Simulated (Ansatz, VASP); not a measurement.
**One calculation of Ni, two programs**

```
CELL_PARAMETERS angstrom
0.00000 1.76194 1.76194
1.76194 0.00000 1.76194
1.76194 1.76194 0.00000
ATOMIC_POSITIONS crystal
Ni 0.00000 0.00000 0.00000
```

Alike in both runs: task relaxation of cell and atoms; functional PBEsol; k mesh 10 × 10 × 10; occupations gaussian, width 0.1 eV; collinear spin.

```csv
,VASP,Ansatz
version,VASP 6.6.1,Ansatz 0.2.0
potentials or method,"VASP PAW PBE potentials, release 64 (Ni)","scalar-relativistic, plane waves, PAW"
plane-wave cutoff (eV),600,420
valence electrons in the cell,10,18
```

|  | VASP | Ansatz | Ansatz less VASP |
| --- | --- | --- | --- |
| gap on the k mesh at the Fermi level, each at its own relaxed structure (eV) | none | none | - |
| net moment per atom (μB) | 0.71 | 0.72 | +0.016 |
| size of the moment on the site where the two differ most (μB) | 0.71 | 0.76 | +0.045 |
| relaxed volume (Å³/atom) | 10.41 | 10.41 | +0.004 |
| relaxed cell length with the largest relative difference (Å) | 2.451 | 2.451 | +0.0003 |
| energy change over the relaxation (meV/atom) | -18 | -17 | +0.3 |

Site moments also hang on the region over which each program counts them. A gap of «none» marks a metal or a gap that the smearing closes. The two sets of potentials don't hold the same shells in valence.

Caveats: the PAW data sets were made with another functional, which shifts forces and pressure a little (VASP).
